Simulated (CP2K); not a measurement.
Wanted: the native input for a CP2K 2026.2 run.

| Quantity | Value |
| --- | --- |
| Task | band structure |
| Functional | PBE |
| Potentials or basis | POTENTIAL_UZH Zr GTH-PBE-q12, B GTH-PBE-q3; ccGRB-D basis |
| Density cutoff | 6123 eV |
| k mesh | 10 × 10 × 8 |
| Occupations | fermi-dirac, width 0.05 eV |
| Spin | no spin polarisation |
| SCF solver | diagonalisation with k points |
| Quickstep method | GPW |
| EPS_DEFAULT | 1.0E-9 |
| EPS_SCF | 1.0E-6 |
| MAX_SCF | 100 |
| SCF_GUESS | ATOMIC |
| k points reduced by the point group | yes |
| Mesh centred on Gamma | yes |
| CHOLESKY | OFF |
| EPS_EIGVAL | 1.0E-7 |
| MIXING METHOD | BROYDEN_MIXING |
| MIXING ALPHA | 0.4 |
| NBUFFER | 8 |
| NGRIDS | 5 |
| Basis sets | Zr ccGRB-D-q12, B ccGRB-D-q3 |
| Potentials | Zr GTH-PBE-q12 of POTENTIAL_UZH, B GTH-PBE-q3 of POTENTIAL_UZH |
| ADDED_MOS | [15] |
| Points a segment of the path (NPOINTS) | 6 |
| Bands added on the path | 6 |
| REL_CUTOFF (Ry) | 60 Ry |
| MIXING BETA (1/bohr) | 1.5 1/bohr |
| CUTOFF of the grids | 450 Ry |

ZrB2:

```xyz
3
Lattice="3.1700 0.0000 0.0000 -1.5850 2.7453 0.0000 0.0000 0.0000 3.5330" Properties=species:S:1:pos:R:3 pbc="T T T"
Zr    0.0000    0.0000    0.0000
B     1.5850    0.9151    1.7665
B     0.0000    1.8302    1.7665
```

These files were run (other wordings do the same):

zrb2_bands.inp

```
&GLOBAL
  PROJECT zrb2_bands
  RUN_TYPE ENERGY_FORCE
  PRINT_LEVEL LOW
&END GLOBAL
&FORCE_EVAL
  METHOD QS
  STRESS_TENSOR ANALYTICAL
  &DFT
    BASIS_SET_FILE_NAME BASIS_ccGRB_UZH
    POTENTIAL_FILE_NAME POTENTIAL_UZH
    &MGRID
      CUTOFF 450
      REL_CUTOFF 60
      NGRIDS 5
    &END MGRID
    &QS
      METHOD GPW
      EPS_DEFAULT 1.0E-9
    &END QS
    &KPOINTS
      SCHEME MONKHORST-PACK 10 10 8
      GAMMA_CENTERED T
      SYMMETRY T
      SYMMETRY_BACKEND SPGLIB
    &END KPOINTS
    &SCF
      SCF_GUESS ATOMIC
      EPS_SCF 1.0E-6
      MAX_SCF 100
      ADDED_MOS 15
      CHOLESKY OFF
      EPS_EIGVAL 1.0E-7
      &DIAGONALIZATION ON
        ALGORITHM STANDARD
      &END DIAGONALIZATION
      &MIXING ON
        METHOD BROYDEN_MIXING
        ALPHA 0.4
        BETA 1.5
        NBUFFER 8
      &END MIXING
      &SMEAR ON
        METHOD FERMI_DIRAC
        ELECTRONIC_TEMPERATURE [K] 580.226
      &END SMEAR
    &END SCF
    &XC
      &XC_FUNCTIONAL
        &GGA_X_PBE
        &END GGA_X_PBE
        &GGA_C_PBE
        &END GGA_C_PBE
      &END XC_FUNCTIONAL
    &END XC
    &PRINT
      &KPOINTS ON
      &END KPOINTS
      &MULLIKEN ON
      &END MULLIKEN
      &MO ON
        ENERGIES T
        OCCUPATION_NUMBERS T
        &EACH
          QS_SCF 0
        &END EACH
        ADD_LAST NUMERIC
      &END MO
      &BAND_STRUCTURE
        FILE_NAME bands.bs
        ADDED_MOS 6
        &KPOINT_SET
          UNITS B_VECTOR
          NPOINTS 6
          SPECIAL_POINT GAMMA 0.00000000 0.00000000 0.00000000
          SPECIAL_POINT M 0.50000000 0.00000000 0.00000000
          SPECIAL_POINT K 0.33333333 0.33333333 0.00000000
          SPECIAL_POINT GAMMA 0.00000000 0.00000000 0.00000000
          SPECIAL_POINT A 0.00000000 0.00000000 0.50000000
          SPECIAL_POINT L 0.50000000 0.00000000 0.50000000
          SPECIAL_POINT H 0.33333333 0.33333333 0.50000000
          SPECIAL_POINT A 0.00000000 0.00000000 0.50000000
        &END KPOINT_SET
        &KPOINT_SET
          UNITS B_VECTOR
          NPOINTS 6
          SPECIAL_POINT L 0.50000000 0.00000000 0.50000000
          SPECIAL_POINT M 0.50000000 0.00000000 0.00000000
        &END KPOINT_SET
        &KPOINT_SET
          UNITS B_VECTOR
          NPOINTS 6
          SPECIAL_POINT K 0.33333333 0.33333333 0.00000000
          SPECIAL_POINT H 0.33333333 0.33333333 0.50000000
        &END KPOINT_SET
      &END BAND_STRUCTURE
    &END PRINT
  &END DFT
  &SUBSYS
    &CELL
      ABC 3.1700000000 3.1700000000 3.5330000000
      ALPHA_BETA_GAMMA 90.0000000000 90.0000000000 120.0000000000
      PERIODIC XYZ
    &END CELL
    &COORD
      SCALED
      Zr  0.0000000000 0.0000000000 0.0000000000
      B   0.6666666667 0.3333333333 0.5000000000
      B   0.3333333333 0.6666666667 0.5000000000
    &END COORD
    &KIND Zr
      BASIS_SET ccGRB-D-q12
      POTENTIAL GTH-PBE-q12
    &END KIND
    &KIND B
      BASIS_SET ccGRB-D-q3
      POTENTIAL GTH-PBE-q3
    &END KIND
    &PRINT
      &ATOMIC_COORDINATES ON
      &END ATOMIC_COORDINATES
      &CELL ON
      &END CELL
    &END PRINT
  &END SUBSYS
  &PRINT
    &FORCES ON
    &END FORCES
    &STRESS_TENSOR ON
    &END STRESS_TENSOR
  &END PRINT
&END FORCE_EVAL
```

Potentials or basis: POTENTIAL_UZH Zr GTH-PBE-q12, B GTH-PBE-q3; ccGRB-D basis.

The run is started by

```console
$ OMP_NUM_THREADS=1 cp2k.psmp -i zrb2_bands.inp -o zrb2_bands.out
```

It gave:

```json
{
  "Pressure": "2.8 GPa",
  "Band gap on the k mesh": "none (metal or under the smearing width)",
  "Mulliken charges": "Zr +1.81; B -0.90 e"
}
```

Caveat: Mulliken charges move with the basis; the basis of atomic orbitals isn't converged, which shifts pressures, moduli and gaps.

It took 53 s on 1 thread of Arm Neoverse V1, on a shared host, peak memory 0.28 GiB.
